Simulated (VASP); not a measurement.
Set up this calculation in VASP 6.6.1, as the native input.

```yaml
Task: relaxation of the atoms
Functional: LDA
Potentials_or_basis: VASP PAW LDA potentials, release 64 (Ag, Cl)
Cutoff: 600 eV
k_mesh: 8 × 8 × 8
Occupations: gaussian, width 0.03 eV
Spin: no spin polarisation
Further_INCAR_settings: ALGO = Normal; EDIFF = 1e-07; IBRION = 2; EDIFFG = -0.01; NSW = 40
```

The structure of AgCl (Chlorargyrite) lies in POSCAR:

```
AgCl                                    
1.0
    0.0000000000      2.7306154504      2.7306154504
    2.7306154504      0.0000000000      2.7306154504
    2.7306154504      2.7306154504      0.0000000000
  Ag              Cl            
     1     1
Direct
     0.0000000000000000    0.0000000000000000    0.0000000000000000
     0.5000000000000000    0.5000000000000000    0.5000000000000000
```

The cell isn't the ideal one: a relaxed cell with its volume scaled by 1.06.

One way to write it, as run:

INCAR

```
ALGO = Normal ; EDIFF = 1E-7
EDIFFG = -0.01 ; ENCUT = 600
GGA = CA ; IBRION = 2
ISIF = 2 ; ISMEAR = 0
LASPH = True ; LCHARG = False
LREAL = False ; LWAVE = False
NELM = 80 ; NSW = 40
PREC = Accurate ; SIGMA = 0.03
```

KPOINTS

```
k-points
0
Gamma
  8 8 8
```

Potentials or basis: VASP PAW LDA potentials, release 64 (Ag, Cl).

Launch:

```sh
$ cat potpaw_LDA.64/Ag/POTCAR potpaw_LDA.64/Cl/POTCAR > POTCAR
$ mpirun -np 1 vasp_std > vasp.out
```

Results of the run:

```yaml
Pressure_after_relaxing: -3.5 GPa
Band_gap_on_the_k_mesh: 0.64 eV, indirect (least direct gap 3.13 eV)
```

Caveat: the relaxation stopped at its first step, so nothing moved.

Wall time 7.6 s on 1 thread of AMD EPYC 9R45 96-Core Processor (Zen 5), on a shared host, peak memory 0.13 GiB.
